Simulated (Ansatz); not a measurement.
Runs of Ansatz 0.2.0 on BaTiO3. The structure is tetragonal, space group P4mm (No. 99). Conventional cell: a = 4.000 Å, b = 4.000 Å, c = 4.018 Å, α = 90.00°, β = 90.00°, γ = 90.00°. Ba (site symmetry 4mm) is surrounded by 12 O at 2.79 to 2.88 Å. Around Ti (site symmetry 4mm) lie 6 O at 1.89 to 2.13 Å. O (site symmetry 2mm) has 2 Ti at 2.00 Å as nearest neighbours. Around O (site symmetry 4mm) lie 2 Ti at 1.89 to 2.13 Å. 

```csv
task,level,potentials or basis,spin,U,cell,cutoff (eV),points for each segment of the path,hubbard projectors,double counting,gap on the mesh (eV),pressure (GPa),largest force (eV/Å)
band structure,revPBE,Ansatz PAW,off,-,as given,420,14,-,-,1.96,5.5,(a)
single point,PBE,Ansatz PAW,off,-,as given,300,-,-,-,1.89,(b),0.51
band structure,r2SCAN,Ansatz PAW,"SOC, no magnetisation",-,as given,500,14,-,-,2.28,-0.8,0.39
single point,PBE,Ansatz PAW,off,-,as given,600,-,-,-,1.93,2.4,0.31
band structure,PBE,Ansatz PAW polarizable,off,-,as given,420,14,-,-,1.93,2.4,0.31
relaxation of cell and atoms,r2SCAN+U,Ansatz PAW,off,Ti d U = 5 eV,relaxed,500,-,ortho-atomic (the default),fll (the default),2.92,0.0,-
```

Alike in all rows: k mesh 7 × 7 × 7; smearing fermi-dirac 0.05 eV.

Fill in the values left out.

(a) 0.30; (b) 1.8.

Caveats: spin-orbit coupling is left out, which moves the levels of the heavy elements (some runs); the k mesh misses the band edges, so the gap on the mesh is wider than the one along the path (some runs); the PAW data sets come from PBE, with cores solved anew for the run's functional, which leaves a small shift of forces and pressure (some runs); odd divisions of the mesh miss points on the zone boundary, where band edges often lie, so the gap on the mesh can be too wide (some runs); the pressure holds a Pulay correction of +24.2 GPa for the finite cutoff (some runs); the cutoff lies under the one recommended for these potentials (some runs); the plane-wave basis is chosen anew once the cell has moved, so the energies of steps on either side of that aren't comparable (some runs).

A k mesh can miss the band edges, and rows without SOC leave out spin-orbit coupling on Ba.
